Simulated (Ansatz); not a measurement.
Runs of Ansatz 0.2.0 on Ge. It takes space group Fd-3m (No. 227, cubic). The conventional cell has a = 5.658 Å, b = 5.658 Å, c = 5.658 Å, α = 90.00°, β = 90.00°, γ = 90.00°. Around Ge (site symmetry -43m) lie 4 Ge at 2.45 Å. 

```csv
task,level,cell,cutoff (eV),points for each segment of the path,pressure (GPa),V0 of scaled cells (Å³/atom),relaxed volume (Å³/atom),B0 (GPa)
band structure,r2SCAN,as given,500,14,0.6,-,-,-
relaxation of cell and atoms,revPBE+D4,relaxed,420,-,0.0,-,(b),-
equation of state,PBEsol+D4,as given,420,-,-,22.45,-,69
equation of state,SVWN5,as given,420,-,-,22.19,-,70
relaxation of cell and atoms,rPW86-PBE,relaxed,420,-,0.0,-,(a),-
```

Alike in all rows: potentials or basis Ansatz PAW; no spin polarisation; k mesh 8 × 8 × 8; smearing fermi-dirac 0.05 eV.

Problem. Estimate the missing entries.

Solution. (a) 25.15; (b) 22.94.

Caveats: the PAW data sets come from PBE, with cores solved anew for the run's functional, which leaves a small shift of forces and pressure (some runs); the plane-wave basis is chosen anew once the cell has moved, so the energies of steps on either side of that aren't comparable (some runs); the volume moved by +11 % from the deposited cell, more than functionals usually miss (some runs).

Runs at the PBE level aren't shown here.
